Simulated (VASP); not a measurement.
Wanted: the native input for a VASP 6.6.1 run.

```yaml
Task: band structure
Functional: TB-mBJ
Potentials_or_basis: VASP PAW PBE potentials, release 64 (Mg, Sb)
Cutoff: 520 eV
k_mesh: 9 × 9 × 5
Occupations: gaussian, width 0.03 eV
Spin: spin-orbit coupling, no magnetisation
Further_INCAR_settings: ALGO = Normal; EDIFF = 1e-06; NBANDS = 31
```

The system is Mg3Sb2.

```
Mg Sb
1.0
     4.55465    0.00000    0.00000
    -2.27732    3.94444    0.00000
     0.00000    0.00000    7.18601
Mg Sb
3 2
Cartesian
  0.0000 2.6296 4.5452
  2.2773 1.3148 2.6408
  0.0000 0.0000 0.0000
  0.0000 2.6296 1.6078
  2.2773 1.3148 5.5782
```

One way to write it, as run:

POSCAR

```
Mg3Sb2                                  
1.0
    4.5546491309      0.0000000000     -0.0000000000
   -2.2773245654      3.9444418526      0.0000000000
    0.0000000000     -0.0000000000      7.1860071744
  Mg              Sb            
     3     2
Direct
     0.3333333332999970    0.6666666667000030    0.6325098387795526
     0.6666666667000030    0.3333333332999970    0.3674901612204475
     0.0000000000000000    0.0000000000000000    0.0000000000000000
     0.3333333332999970    0.6666666667000030    0.2237411491208762
     0.6666666667000030    0.3333333332999970    0.7762588508791237
```

INCAR.step1

```
SYSTEM = Mg3Sb2
ALGO     = Normal         ! electronic algorithm
EDIFF    = 1E-5           ! SCF threshold, eV
ENCUT    = 520            ! plane-wave cutoff, eV
GGA      = PE             ! functional
GGA_COMPAT= .FALSE.      
ISIF     = 2              ! what is computed and relaxed
ISMEAR   = 0              ! smearing method
KPAR     = 4            
LASPH    = .TRUE.         ! aspherical terms in the spheres
LCHARG   = .FALSE.        ! write CHGCAR
LORBIT   = 11             ! projections on sites
LREAL    = .FALSE.        ! projectors in reciprocal space
LSORBIT  = .TRUE.         ! spin-orbit coupling
LWAVE    = .TRUE.         ! write WAVECAR
MAGMOM   = 0 0 0 0 0 0 0 0 0 0 0 0 0 0 0 ! initial moments
NBANDS   = 31             ! bands
NELM     = 80             ! most SCF steps
PREC     = Accurate       ! precision mode
SIGMA    = 0.03           ! smearing width, eV
```

INCAR.step2

```
SYSTEM = Mg3Sb2
ALGO     = Normal         ! electronic algorithm
EDIFF    = 1E-6           ! SCF threshold, eV
ENCUT    = 520            ! plane-wave cutoff, eV
GGA_COMPAT= .FALSE.      
ISIF     = 2              ! what is computed and relaxed
ISMEAR   = 0              ! smearing method
ISTART   = 1            
KPAR     = 4            
LASPH    = .TRUE.         ! aspherical terms in the spheres
LCHARG   = .FALSE.        ! write CHGCAR
LORBIT   = 11             ! projections on sites
LREAL    = .FALSE.        ! projectors in reciprocal space
LSORBIT  = .TRUE.         ! spin-orbit coupling
LWAVE    = .FALSE.        ! write WAVECAR
MAGMOM   = 0 0 0 0 0 0 0 0 0 0 0 0 0 0 0 ! initial moments
METAGGA  = MBJ            ! meta-GGA
NBANDS   = 31             ! bands
NELM     = 80             ! most SCF steps
PREC     = Accurate       ! precision mode
SIGMA    = 0.03           ! smearing width, eV
```

KPOINTS

```
k-points
0
G
  9 9 5
  0 0 0
```

KPOINTS_OPT

```
explicit points
213
Reciprocal
 0.0000000000  0.0000000000  0.0000000000 1
 0.0357142857  0.0000000000  0.0000000000 1
 0.0714285714  0.0000000000  0.0000000000 1
 0.1071428571  0.0000000000  0.0000000000 1
 0.1428571429  0.0000000000  0.0000000000 1
 0.1785714286  0.0000000000  0.0000000000 1
[... 205 lines left out ...]
 0.5000000000  0.0000000000  0.0403521400 1
 0.5000000000  0.0000000000 -0.0403521400 1
```

Potentials or basis: VASP PAW PBE potentials, release 64 (Mg, Sb).

Run with:

```console
$ cat potpaw_PBE.64/Mg/POTCAR potpaw_PBE.64/Sb/POTCAR > POTCAR
$ cp INCAR.step1 INCAR
$ mpirun -np 4 vasp_ncl > vasp.out
$ cp INCAR.step2 INCAR
$ mpirun -np 4 vasp_ncl > vasp.out
```

It gave:

```yaml
Valence_electrons_inside_the_program's_atomic_spheres: Mg 0.31, 0.23; Sb 2.56
```

Run time: 7.8 min on 4 MPI ranks on AMD EPYC 9R45 (Zen 5), on a shared host, peak memory 0.84 GiB a rank.
